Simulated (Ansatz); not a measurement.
# Si: the cost of one run

Method: run time, active space, PBE, PAW, in Ansatz 0.2 early development.

### 1 The structure to begin with

Symmetry: P1, No. 1, triclinic system. Conventional cell: a = 5.431 Å, b = 5.431 Å, c = 10.862 Å, α = 90.00°, β = 90.00°, γ = 90.00°. Si (site symmetry 1) is surrounded by 4 Si at 2.31 to 2.39 Å. Si (site symmetry 1) is surrounded by 4 Si at 2.34 to 2.38 Å. Si (site symmetry 1) is surrounded by 4 Si at 2.30 to 2.39 Å. Si (site symmetry 1) is surrounded by 4 Si at 2.33 to 2.39 Å. Around Si (site symmetry 1) lie 4 Si at 2.30 to 2.38 Å. Only part of the 16 independent sites is listed.

Cell or atoms stand a little off a more symmetric structure (Fd-3m at a tolerance of 0.3 Å), so results at this geometry aren't those of that ideal crystal.

As a file:

```cif
data_structure
_symmetry_space_group_name_H-M 'P 1'
_symmetry_Int_Tables_number 1
_cell_length_a 10.8620
_cell_length_b 5.4310
_cell_length_c 5.4310
_cell_angle_alpha 90.000
_cell_angle_beta 90.000
_cell_angle_gamma 90.000
_cell_volume 320.38
loop_
_atom_site_label
_atom_site_type_symbol
_atom_site_fract_x
_atom_site_fract_y
_atom_site_fract_z
_atom_site_occupancy
Si1 Si 0.99724 0.99921 0.00392 1
Si2 Si 0.99881 0.50233 0.49601 1
Si3 Si 0.12536 0.25546 0.24914 1
Si4 Si 0.12693 0.74754 0.75227 1
Si5 Si 0.24797 0.00067 0.50540 1
Si6 Si 0.24954 0.50380 0.99749 1
Si7 Si 0.37610 0.24589 0.75061 1
Si8 Si 0.37767 0.74902 0.25374 1
Si9 Si 0.49871 0.00215 0.99584 1
Si10 Si 0.50027 0.50528 0.49896 1
Si11 Si 0.62684 0.24736 0.25209 1
Si12 Si 0.62288 0.75049 0.75522 1
Si13 Si 0.74945 0.00362 0.49730 1
Si14 Si 0.75101 0.49571 0.00043 1
Si15 Si 0.87758 0.24884 0.75356 1
Si16 Si 0.87362 0.75197 0.24565 1
```

### 2 Running it

input.yaml reads:

```yaml
crystal:
  lattice:
    - [10.86200, 0.00000, 0.00000]
    - [0.00000, 5.43100, 0.00000]
    - [0.00000, 0.00000, 5.43100]
  atoms:
    - { symbol: Si, position: [-0.00276, -0.00079, 0.00392] }
    - { symbol: Si, position: [-0.00119, 0.50233, 0.49601] }
    - { symbol: Si, position: [0.12536, 0.25546, 0.24914] }
    - { symbol: Si, position: [0.12693, 0.74754, 0.75227] }
    - { symbol: Si, position: [0.24797, 0.00067, 0.50540] }
    - { symbol: Si, position: [0.24954, 0.50380, -0.00251] }
    - { symbol: Si, position: [0.37610, 0.24589, 0.75061] }
    - { symbol: Si, position: [0.37767, 0.74902, 0.25374] }
    - { symbol: Si, position: [0.49871, 0.00215, -0.00416] }
    - { symbol: Si, position: [0.50027, 0.50528, 0.49896] }
    - { symbol: Si, position: [0.62684, 0.24736, 0.25209] }
    - { symbol: Si, position: [0.62288, 0.75049, 0.75522] }
    - { symbol: Si, position: [0.74945, 0.00362, 0.49730] }
    - { symbol: Si, position: [0.75101, 0.49571, 0.00043] }
    - { symbol: Si, position: [0.87758, 0.24884, 0.75356] }
    - { symbol: Si, position: [0.87362, 0.75197, 0.24565] }
  symmetry: { detect: false }
kpoints: { mp_grid: { grid: [1, 1, 1], shift: [0.5, 0.5, 0.5] } }
hamiltonian: { xc: pbe, pseudopotentials: { kind: paw } }
scf: { max_iter: 300, convergence: { dr2_threshold: 1.0e-9 eV }, occupations: { method: fixed } }
output: { active_space: { virtuals_per_pair: 2, afqmc: { sampling_time: 3.6, seed: 13 } } }
```

Launch:

```console
> ansatz run input --backend cuda --devices 0, --threads 11 --events-out ev
```

What time and memory should one allow on 1 × NVIDIA GB300 with 11 threads of Arm Neoverse V2 (Grace), shared host?

About 35 s, with a peak of 2.3 GiB on the host and 11 GiB on a GPU.
